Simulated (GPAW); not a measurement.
ZnO (zincite):

```xyz
4
Lattice="3.2493 0.0000 0.0000 -1.6247 2.8140 0.0000 0.0000 0.0000 5.2057" Properties=species:S:1:pos:R:3 pbc="T T T"
Zn    1.6247    0.9380    0.0000
Zn    0.0000    1.8760    2.6029
O     0.0000    1.8760    4.5759
O     1.6247    0.9380    1.9730
```

```yaml
Program: GPAW 26.7.0
Task: relaxation of cell and atoms
Functional: LDA
Potentials_or_basis: the program's PAW data sets (release 1.2.1) made for this functional
Cutoff: 800 eV
Basis: pw
k_mesh: 6 × 6 × 3
Occupations: fermi-dirac, width 0.05 eV
Spin: no spin polarisation
```

At the start: pressure -8.3 GPa; volume 11.90 Å³/atom.

Where does the relaxation end?

Over 4 steps the energy falls by 18.3 meV/atom and the volume is 11.23 Å³/atom (-5.6 %); space group P6_3mc (No. 186, to 0.05 Å).

The path:
| step | energy change (eV) | largest force (eV/Å) | pressure (GPa) | volume (Å³) |
| --- | --- | --- | --- | --- |
| 1 | 0.0000 | 0.0482 | -8.34 | 47.60 |
| 2 | -0.0156 | 0.0388 | -7.51 | 47.28 |
| 3 | -0.0725 | 0.0563 | 0.62 | 44.72 |
| 4 | -0.0731 | 0.0379 | -0.10 | 44.92 |

Final structure:
```yaml
crystal:
  lattice:
    - [3.18292, 0.00000, 0.00000]
    - [-1.59146, 2.75649, 0.00000]
    - [0.00000, 0.00000, 5.11988]
  atoms:
    - { symbol: Zn, position: [0.66667, 0.33333, 0.99908] }
    - { symbol: Zn, position: [0.33333, 0.66667, 0.49908] }
    - { symbol: O, position: [0.33333, 0.66667, 0.87993] }
    - { symbol: O, position: [0.66667, 0.33333, 0.37993] }
```

Caveat: the k mesh is coarse; later steps reuse the first step's grids.
